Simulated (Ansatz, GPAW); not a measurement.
# Work function of B/Pd(110) at several levels, part 2 of 3

Wanted: work functions and dipole of B/Pd(110), with the cost of each level.

GPAW 26.7.0 and Ansatz 0.2.0; Ansatz plane waves; slab in vacuum with a dipole correction, relaxation; PAW set soft_1 (the session's first sound run).

So far, upper work function (eV): step 2 (relaxation) 5.45.

## (3) Plane waves, PBE

The work function is the vacuum plateau of the electrostatic potential less the Fermi level; a dipole layer lets the two faces have plateaus of their own.

This step: GPAW, PAW setups; slab in vacuum (GPAW 26.7.0).

File run.py:

```python
import json
import numpy as np
from ase import Atoms
from gpaw import GPAW, PW

slab = Atoms(
    ['Pd', 'Pd', 'Pd', 'Pd', 'Pd', 'B'],
    positions=[
        [0.00000, 0.00000, 7.00000],
        [1.94500, 1.37532, 8.37532],
        [0.00000, 0.00000, 9.81096],
        [1.94500, 1.37532, 11.27207],
        [0.00000, 0.00000, 13.04185],
        [1.94500, 1.37532, 13.20214]],
    cell=[[3.89, 0.0, 0.0], [0.0, 2.75065, 0.0], [0.0, 0.0, 20.00129]],
    pbc=[True, True, False])

slab.calc = GPAW(mode=PW(500), xc='PBE', kpts={'size': (8, 11, 1), 'gamma': True},
                 occupations={'name': 'fermi-dirac', 'width': 0.1}, nbands='200%',
                 convergence={'density': 1e-05}, maxiter=200,
                 poissonsolver={'dipolelayer': 'xy'},
                 symmetry={'tolerance': 1e-3}, txt='slab.txt')
result = {}
energy = slab.get_potential_energy()
fermi = slab.calc.get_fermi_level()
v = slab.calc.get_electrostatic_potential().mean((0, 1)) - fermi
n = slab.calc.get_pseudo_density().mean((0, 1))
L = slab.cell[2, 2]
z = np.arange(len(v)) * L / len(v)
low, high = slab.positions[:, 2].min(), slab.positions[:, 2].max()
below, above = np.interp([low - 4.8, high + 4.8], z, v)
slopes = [np.interp(x, z, np.gradient(v, z)) for x in (low - 4.8, high + 4.8)]
eps = np.array([[slab.calc.get_eigenvalues(k, s) for k in range(len(slab.calc.get_ibz_k_points()))]
                for s in range(slab.calc.get_number_of_spins())]) - fermi
top, bottom = eps[eps < 0].max(), eps[eps > 0].min()
dipole = slab.get_dipole_moment()[2]
print(f'energy {energy:.4f} eV, Fermi level {fermi:.4f} eV, dipole {dipole:.5f} e A')
print(f'potential 4.8 A off the faces, from the Fermi level: lower {below:.4f} eV, upper {above:.4f} eV')
print(f'slope of the potential there: lower {slopes[0]:.5f}, upper {slopes[1]:.5f} eV/A')
print(f'nearest levels on the mesh: {top:.4f} and {bottom:.4f} eV')
print('magnetic moment', round(slab.get_magnetic_moment(), 3))
result.update(energy=energy, fermi=fermi, dipole=dipole, below=below, above=above, slopes=slopes, edges=[top, bottom],
              z=z.tolist(), v=v.tolist(), n=n.tolist(), positions=slab.positions.tolist(),
              forces=slab.get_forces(apply_constraint=False).tolist(), moments=slab.get_magnetic_moments().tolist())
json.dump(result, open('result.json', 'w'))
```

Command:

```console
> OMP_NUM_THREADS=1 OPENBLAS_NUM_THREADS=1 python run.py
```

What it wrote:

```text
energy -23.9852 eV, Fermi level 0.4821 eV, dipole -0.04222 e A
potential 4.8 A off the faces, from the Fermi level: lower 4.7306 eV, upper 5.4444 eV
slope of the potential there: lower -0.00022, upper 0.00013 eV/A
nearest levels on the mesh: -0.0061 and 0.0004 eV
magnetic moment 0.0
```

It took 10 min on 1 thread of Arm Neoverse V2, shared host; peak memory 0.45 GiB.

This step gave:

| Item | Value |
| --- | --- |
| dipole along the normal | -0.04222 e·Å |
| levels nearest the Fermi level on the mesh | -0.006137, 3.83e-4 eV from the Fermi level |
| upper work function | 5.444 eV |
| lower work function | 4.731 eV |

The electrostatic potential energy of an electron (without an applied field's), less the Fermi level, planar mean oscillates, so the rows of the table below give means over windows of 1.52 Å about each position, cut where the curve ends. Its maxima inside the range that stand out by 2 % of the span (Å: eV): 7.7: -5.50, 9.0: -4.92, 10.6: -4.82, 12.1: -1.64. Its minima: 7.0: -12.5, 8.4: -13.1, 9.8: -13.1, 11.2: -12.8, 13.1: -22.0.

The electrostatic potential energy of an electron (without an applied field's), less the Fermi level, planar mean by z; means over each step:

```tsv
z (Å)	electrostatic potential energy of an electron (without an applied field's), less the Fermi level, planar mean (eV)
0.76	4.78
2.28	4.73
3.80	4.72
5.32	4.08
6.84	-6.91
8.36	-8.75
9.88	-8.67
11.40	-7.79
12.92	-12.4
14.44	2.81
15.96	5.41
17.48	5.44
19.00	5.44
```

Table of pseudo valence density, planar mean by z:

z (Å), pseudo valence density, planar mean (e/Å³) and a bar from the least value:
```
     0.00       0.00 
     0.57       0.00 
     1.14       0.00 
     1.52       0.00 
     2.10       0.00 
     2.67       0.00 
     3.24       0.00 
     3.81       0.00 
     4.19       0.00 
     4.76       0.00 
     5.33       0.01 
     5.91       0.08 #
     6.48       0.48 ########
     7.05       1.72 ##############################
     7.43       0.80 ##############
     8.00       0.93 ################
     8.57       1.43 #########################
     9.14       0.51 #########
     9.71       1.67 #############################
    10.10       1.16 ####################
    10.67       0.52 #########
    11.24       1.74 ##############################
    11.81       0.51 #########
    12.38       0.47 ########
    12.76       1.27 ######################
    13.33       1.23 #####################
    13.91       0.26 ####
    14.48       0.05 #
    15.05       0.01 
    15.62       0.00 
    16.00       0.00 
    16.57       0.00 
    17.14       0.00 
    17.72       0.00 
    18.29       0.00 
    18.67       0.00 
    19.24       0.00 
    19.81       0.00
```

Force by atom:

```tsv
atom	x (eV/Å)	y (eV/Å)	z (eV/Å)	size
Pd1	0.000	0.000	0.240	0.240
Pd2	0.000	0.000	-0.239	0.239
Pd3	0.000	0.000	0.001	0.001
Pd4	0.000	0.000	-0.100	0.100
Pd5	0.000	0.000	0.014	0.014
B6	0.000	0.000	0.082	0.082
```

The potential is flat to 2.2e-4 eV/Å where it is read, so the vacuum is wide enough. The geometry is the other program's minimum; here the largest force on a free atom is 0.100 eV/Å.

## (4) Self-consistent run: xc = "vdW-DF2"

The same geometry under vdW-DF2, to see how far the functional moves the levels against the vacuum (the van der Waals functionals take revPBE setups).

run.py, as its differences from that of step 3:

```diff
@@ -17,3 +17,3 @@
 
-slab.calc = GPAW(mode=PW(500), xc='PBE', kpts={'size': (8, 11, 1), 'gamma': True},
+slab.calc = GPAW(mode=PW(500), xc='vdW-DF2', kpts={'size': (8, 11, 1), 'gamma': True},
                  occupations={'name': 'fermi-dirac', 'width': 0.1}, nbands='200%',
```

What it wrote:

```text
energy -480.8004 eV, Fermi level 0.3201 eV, dipole -0.03118 e A
potential 4.8 A off the faces, from the Fermi level: lower 5.1767 eV, upper 5.7039 eV
slope of the potential there: lower -0.00061, upper 0.00057 eV/A
nearest levels on the mesh: -0.0011 and 0.0103 eV
magnetic moment 0.0
```

Wall time 9.7 min (1 thread); peak memory 0.62 GiB.

Numbers from this step:

```yaml
dipole_along_the_normal: -0.03118 e·Å
levels_nearest_the_fermi_level_on_the_mesh: -0.001122, 0.01028 eV from the Fermi level
upper_work_function: 5.704 eV
lower_work_function: 5.177 eV
```

The electrostatic potential energy of an electron (without an applied field's), less the Fermi level, planar mean oscillates, so the rows of the table below give means over windows of 1.52 Å about each position, cut where the curve ends. Its maxima inside the range that stand out by 2 % of the span (Å: eV): 7.7: -5.64, 9.0: -5.10, 10.6: -4.99, 12.1: -1.90. Its minima: 7.0: -12.6, 8.4: -13.2, 9.8: -13.3, 11.2: -13.0, 13.1: -21.9.

The electrostatic potential energy of an electron (without an applied field's), less the Fermi level, planar mean by z; means over each step:

```tsv
z (Å)	electrostatic potential energy of an electron (without an applied field's), less the Fermi level, planar mean (eV)
0.76	5.21
2.28	5.18
3.80	5.16
5.32	4.43
6.84	-6.89
8.36	-8.91
9.88	-8.84
11.40	-7.98
12.92	-12.4
14.44	2.93
15.96	5.65
17.48	5.70
19.00	5.70
```

The pseudo valence density, planar mean oscillates, so the rows of the table below give means over windows of 1.43 Å about each position, cut where the curve ends. Its maxima inside the range that stand out by 2 % of the span (Å: e/Å³): 7.0: 1.72, 8.4: 1.76, 9.7: 1.68, 11.2: 1.75, 13.0: 1.79. Its minima: 7.6: 0.569, 9.1: 0.513, 10.5: 0.488, 12.2: 0.369.

The pseudo valence density, planar mean by z; means over each step:

```tsv
z (Å)	pseudo valence density, planar mean (e/Å³)
2.15	8.8e-6
3.58	3.0e-4
5.01	0.0116
6.44	0.682
7.87	1.10
9.30	1.03
10.73	1.01
12.16	0.739
13.59	0.818
15.02	0.0223
16.45	5.2e-4
17.88	1.3e-5
```

Force by atom:

```tsv
atom	x (eV/Å)	y (eV/Å)	z (eV/Å)	size
Pd1	0.000	0.000	-0.938	0.938
Pd2	0.000	0.000	-0.511	0.511
Pd3	0.000	0.000	0.244	0.244
Pd4	0.000	0.000	0.083	0.083
Pd5	0.000	0.000	0.693	0.693
B6	0.000	0.000	0.431	0.431
```

The upper face's work function is 5.704 eV, against 5.444 eV in the first plane-wave PBE run at this geometry.

## (5) Self-consistent run: xc = "LDA"

The same geometry under LDA, to see how far the functional moves the levels against the vacuum.

run.py, as its differences from that of step 4:

```diff
@@ -17,3 +17,3 @@
 
-slab.calc = GPAW(mode=PW(500), xc='vdW-DF2', kpts={'size': (8, 11, 1), 'gamma': True},
+slab.calc = GPAW(mode=PW(500), xc='LDA', kpts={'size': (8, 11, 1), 'gamma': True},
                  occupations={'name': 'fermi-dirac', 'width': 0.1}, nbands='200%',
```

What it wrote:

```text
energy -30.4624 eV, Fermi level 0.1369 eV, dipole -0.03814 e A
potential 4.8 A off the faces, from the Fermi level: lower 5.1303 eV, upper 5.7754 eV
slope of the potential there: lower -0.00012, upper 0.00008 eV/A
nearest levels on the mesh: -0.0015 and 0.0015 eV
magnetic moment 0.0
```

Wall time 9.7 min (1 thread); peak memory 0.45 GiB.

Numbers from this step:

```yaml
dipole_along_the_normal: -0.03814 e·Å
levels_nearest_the_fermi_level_on_the_mesh: -0.001514, 0.001468 eV from the Fermi level
upper_work_function: 5.775 eV
lower_work_function: 5.130 eV
```

The upper face's work function is 5.775 eV, against 5.444 eV in the first plane-wave PBE run at this geometry.

## (6) Self-consistent run: xc = "RPBE"

The same geometry under RPBE, to see how far the functional moves the levels against the vacuum.

run.py, as its differences from that of step 5:

```diff
@@ -17,3 +17,3 @@
 
-slab.calc = GPAW(mode=PW(500), xc='LDA', kpts={'size': (8, 11, 1), 'gamma': True},
+slab.calc = GPAW(mode=PW(500), xc='RPBE', kpts={'size': (8, 11, 1), 'gamma': True},
                  occupations={'name': 'fermi-dirac', 'width': 0.1}, nbands='200%',
```

What it wrote:

```text
energy -20.7871 eV, Fermi level 0.6213 eV, dipole -0.04450 e A
potential 4.8 A off the faces, from the Fermi level: lower 4.5469 eV, upper 5.2993 eV
slope of the potential there: lower -0.00026, upper 0.00015 eV/A
nearest levels on the mesh: -0.0012 and 0.0162 eV
magnetic moment 0.0
```

Run time: 11 min. Hardware: 1 thread; peak memory 0.45 GiB.

This step gave:

* dipole along the normal: -0.04450 e·Å
* levels nearest the Fermi level on the mesh: -0.001225, 0.01615 eV from the Fermi level
* upper work function: 5.299 eV
* lower work function: 4.547 eV

The electrostatic potential energy of an electron (without an applied field's), less the Fermi level, planar mean oscillates, so the rows of the table below give means over windows of 1.52 Å about each position, cut where the curve ends. Its maxima inside the range that stand out by 2 % of the span (Å: eV): 7.7: -5.60, 9.0: -5.03, 10.6: -4.93, 12.1: -1.76. Its minima: 7.0: -12.6, 8.4: -13.2, 9.8: -13.2, 11.2: -12.9, 13.1: -22.1.

Electrostatic potential energy of an electron (without an applied field's), less the Fermi level, planar mean against z; means over each step:

```tsv
z (Å)	electrostatic potential energy of an electron (without an applied field's), less the Fermi level, planar mean (eV)
0.76	4.59
2.28	4.55
3.80	4.53
5.32	3.90
6.84	-7.03
8.36	-8.85
9.88	-8.77
11.40	-7.89
12.92	-12.5
14.44	2.68
15.96	5.26
17.48	5.30
19.00	5.29
```

The upper face's work function is 5.299 eV, against 5.444 eV in the first plane-wave PBE run at this geometry.

## (7) Real-space grid: mode = "fd"

A real-space grid is a second complete basis, so it checks the plane-wave result.

run.py, as its differences from that of step 6:

```diff
@@ -3,3 +3,3 @@
 from ase import Atoms
-from gpaw import GPAW, PW
+from gpaw import GPAW
 
@@ -17,3 +17,3 @@
 
-slab.calc = GPAW(mode=PW(500), xc='RPBE', kpts={'size': (8, 11, 1), 'gamma': True},
+slab.calc = GPAW(mode='fd', h=0.18, xc='PBE', kpts={'size': (8, 11, 1), 'gamma': True},
                  occupations={'name': 'fermi-dirac', 'width': 0.1}, nbands='200%',
```

What it wrote:

```text
energy -24.1103 eV, Fermi level -5.0874 eV, dipole -0.04216 e A
potential 4.8 A off the faces, from the Fermi level: lower 4.7309 eV, upper 5.4438 eV
slope of the potential there: lower -0.00024, upper 0.00017 eV/A
nearest levels on the mesh: -0.0007 and 0.0202 eV
magnetic moment 0.0
```

Run time: 42 min. Hardware: 1 thread; peak memory 2 GiB.

This step gave:

```
dipole along the normal                    : -0.04216 e·Å
levels nearest the Fermi level on the mesh : -6.82e-4, 0.02022 eV from the Fermi level
upper work function                        : 5.444 eV
lower work function                        : 4.731 eV
```

The electrostatic potential energy of an electron (without an applied field's), less the Fermi level, planar mean oscillates, so the rows of the table below give means over windows of 1.43 Å about each position, cut where the curve ends. Its maxima inside the range that stand out by 2 % of the span (Å: eV): 7.7: -5.46, 9.1: -4.86, 10.5: -4.79, 12.1: -1.62. Its minima: 7.1: -12.5, 8.4: -13.1, 9.8: -13.1, 11.3: -12.9, 13.1: -22.0.

Electrostatic potential energy of an electron (without an applied field's), less the Fermi level, planar mean against z; means over each step:

```tsv
z (Å)	electrostatic potential energy of an electron (without an applied field's), less the Fermi level, planar mean (eV)
0.71	4.74
2.15	4.73
3.58	4.73
5.01	4.48
6.44	-3.90
7.87	-9.24
9.30	-8.85
10.73	-8.68
12.16	-6.53
13.59	-9.41
15.02	4.96
16.45	5.44
17.88	5.44
19.31	5.44
```

The upper face's work function is 5.444 eV, against 5.444 eV in the first plane-wave PBE run at this geometry.

## (8) Atomic orbitals: mode = "lcao"

Atom-centred orbitals end a few angstrom from the surface, which tests how much the density's tail matters.

run.py, as its differences from that of step 7:

```diff
@@ -17,4 +17,4 @@
 
-slab.calc = GPAW(mode='fd', h=0.18, xc='PBE', kpts={'size': (8, 11, 1), 'gamma': True},
-                 occupations={'name': 'fermi-dirac', 'width': 0.1}, nbands='200%',
+slab.calc = GPAW(mode='lcao', basis='dzp', h=0.18, xc='PBE', kpts={'size': (8, 11, 1), 'gamma': True},
+                 occupations={'name': 'fermi-dirac', 'width': 0.1}, nbands='120%',
                  convergence={'density': 1e-05}, maxiter=200,
```

What it wrote:

```text
energy -21.3303 eV, Fermi level -5.1281 eV, dipole -0.04182 e A
potential 4.8 A off the faces, from the Fermi level: lower 4.7737 eV, upper 5.4811 eV
slope of the potential there: lower -0.00138, upper 0.00110 eV/A
nearest levels on the mesh: -0.0092 and 0.0046 eV
magnetic moment 0.0
```

The job ended after 53 min (1 thread; peak memory 0.56 GiB).

This step gave:

| Item | Value |
| --- | --- |
| dipole along the normal | -0.04182 e·Å |
| levels nearest the Fermi level on the mesh | -0.009209, 0.004579 eV from the Fermi level |
| upper work function | 5.481 eV |
| lower work function | 4.774 eV |

The upper face's work function is 5.481 eV, against 5.444 eV in the first plane-wave PBE run at this geometry.

## (9) Cost and result by level

Times are for 1 thread of Arm Neoverse V2, shared host. The series side by side:

```tsv
no.	run	upper work function (eV)	lower work function (eV)	time	memory (GiB)
1	pw	5.444	4.731	10 min	0.45
2	vdW DF2	5.704	5.177	9.7 min	0.62
3	LDA	5.775	5.130	9.7 min	0.45
4	RPBE	5.299	4.547	11 min	0.45
5	fd	5.444	4.731	42 min	2.0
6	lcao	5.481	4.774	53 min	0.56
```

(Part 2 of 3 ends here.)

[Logs are printed without paths, hosts, clocks, repeated set-up lines and the standing remarks that a program may print on its own settings, such as how far it seeks lower states.]

[Hosts, paths, dates, database ids (printed as entryN), source tags and the programs' standing remarks are cut or masked in the printed files.]
